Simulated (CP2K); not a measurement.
# GaSb under changes of volume

One of the cells (28.625 Å³/atom); the others are scaled copies at fixed shape and fractional positions:

```
Sb Ga
1.0
     4.32608    0.00000    0.00000
     2.16304    3.74649    0.00000
     2.16304    1.24883    3.53223
Sb Ga
1 1
Direct
  0.75000 0.75000 0.75000
  0.00000 0.00000 0.00000
```

```yaml
Program: CP2K 2026.2
Functional: PBEsol
Potentials_or_basis: POTENTIAL_UZH Sb GTH-PBE-q5, Ga GTH-PBE-q13; TZVP-MOLOPT-PBE-GTH basis
Density_cutoff: 6123 eV
k_mesh: 8 × 8 × 8
Occupations: fermi-dirac, width 0.05 eV
Spin: no spin polarisation
```

```csv
volume (Å³/atom),energy over the lowest point (meV/atom),pressure (GPa),gap on the mesh (eV)
26.907,?,?,?
27.480,19.94,3.7,0.30
28.052,9.15,2.4,0.15
28.625,2.67,1.3,none
29.197,0.00,0.2,none
29.770,0.83,-0.7,none
30.342,4.82,-1.5,none
```

Task: What does the run at 26.907 Å³/atom give?

Result: Energy over the lowest point 35.66 meV/atom; pressure 5.1 GPa; gap on the mesh 0.43 eV.

Worked out: A Birch-Murnaghan fit of order 3 (a polynomial in V^(-2/3)) to the other rows has its minimum at 29.34 Å³/atom with B0 = V·E''(V) = 49 GPa and B' = 4.2. It gives 35.46 meV/atom at 26.907 Å³/atom, against the run's 35.66, and -dE/dV = 5.1 GPa, against 5.1.

Energies are extrapolated to zero smearing.

Caveats: the potentials were made for another functional, which shifts forces and pressure; the basis of atomic orbitals isn't converged, which shifts pressures, moduli and gaps; spin-orbit coupling is left out, which moves the levels of the heavy elements (some runs).

A mesh can miss the band edges.

A gap of «none» marks a metal or a gap under the smearing width.
